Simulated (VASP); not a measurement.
Input of a VASP 6.6.1 run:

The input INCAR:

```
PREC     = Accurate       # precision mode
ENCUT    = 600            # plane-wave cutoff, eV
EDIFF    = 1E-7           # SCF threshold, eV
ISMEAR   = 0              # smearing method
SIGMA    = 0.03           # smearing width, eV
LREAL    = F              # projectors in reciprocal space
LASPH    = T              # aspherical terms in the spheres
NELM     = 80             # most SCF steps
ALGO     = Normal         # electronic algorithm
ISIF     = 2              # what is computed and relaxed
LWAVE    = F              # write WAVECAR
LCHARG   = F              # write CHGCAR
GGA      = CA             # functional
IBRION   = 2              # ionic algorithm
NSW      = 40             # ionic steps
EDIFFG   = -0.01          # ionic threshold
```

KPOINTS

```
regular mesh
0
Gamma
  8 8 8
```

File POSCAR:

```
TePb                                    
1.0
    0.0000000000      3.2139297423      3.2139297423
    3.2139297423      0.0000000000      3.2139297423
    3.2139297423      3.2139297423      0.0000000000
  Te              Pb            
     1     1
Direct
     0.5000000000000000    0.5000000000000000    0.5000000000000000
     0.0000000000000000    0.0000000000000000    0.0000000000000000
```

Potentials or basis: VASP PAW LDA potentials, release 64 (Te, Pb_d).

The run is started by

```console
$ cat potpaw_LDA.64/Te/POTCAR potpaw_LDA.64/Pb_d/POTCAR > POTCAR
$ mpirun -np 1 vasp_std > vasp.out
```

Task: What does it give for the band gap on the k mesh?

Result: 0.60 eV, direct.

Final structure:
```
Te Pb
1.0
     0.00000    3.21393    3.21393
     3.21393    0.00000    3.21393
     3.21393    3.21393    0.00000
Te Pb
1 1
Direct
  0.50000 0.50000 0.50000
  0.00000 0.00000 0.00000
```

Caveat: the relaxation stopped at its first step, so nothing moved; spin-orbit coupling is left out, which as a rule narrows the gap of such compounds by several tenths of an eV. A k mesh can miss the band edges.
